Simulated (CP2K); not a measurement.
GaSb:

```xyz
2
Lattice="4.3261 0.0000 0.0000 2.1630 3.7465 0.0000 2.1630 1.2488 3.5322" Properties=species:S:1:pos:R:3 pbc="T T T"
Sb    6.4891    3.7465    2.6492
Ga    0.0000    0.0000    0.0000
```

Program: CP2K 2026.2. Alike in all runs: no spin polarisation; cell as given; k mesh 8 × 8 × 8; smearing fermi-dirac 0.05 eV.

Question: Order these runs on this cell by their pressure, lowest first.
A. level PBE; potentials or basis POTENTIAL_UZH Sb GTH-PBE0-q5, Ga GTH-PBE0-q13; DZVP-MOLOPT-SR-GTH basis; hirshfeld SHAPE_FUNCTION DENSITY; VORONOI_RADII COVALENT
B. level PBE; potentials or basis GTH_POTENTIALS Sb GTH-PADE-q5, Ga GTH-PADE-q13; DZVP-MOLOPT-SR-GTH basis; hirshfeld SHAPE_FUNCTION DENSITY; VORONOI_RADII COVALENT
C. level RPBE+D4; potentials or basis POTENTIAL_UZH Sb GTH-PBE-q5, Ga GTH-PBE-q13; TZVP-MOLOPT-PBE-GTH basis; cutoff radius of the dispersion sum (A) 20
D. level RPBE+D3(BJ); potentials or basis POTENTIAL_UZH Sb GTH-PBE-q5, Ga GTH-PBE-q13; TZVP-MOLOPT-PBE-GTH basis; cutoff radius of the dispersion sum (A) 20; D3 from the s-dftd3 library (D3_REFERENCE_CODE) yes

Answer: D (-5.7 GPa), C (-1.1 GPa), B (0.7 GPa), A (3.1 GPa).

Caveats: the basis of atomic orbitals isn't converged, which shifts pressures, moduli and gaps; the potentials were made for another functional, which shifts forces and pressure (some runs).
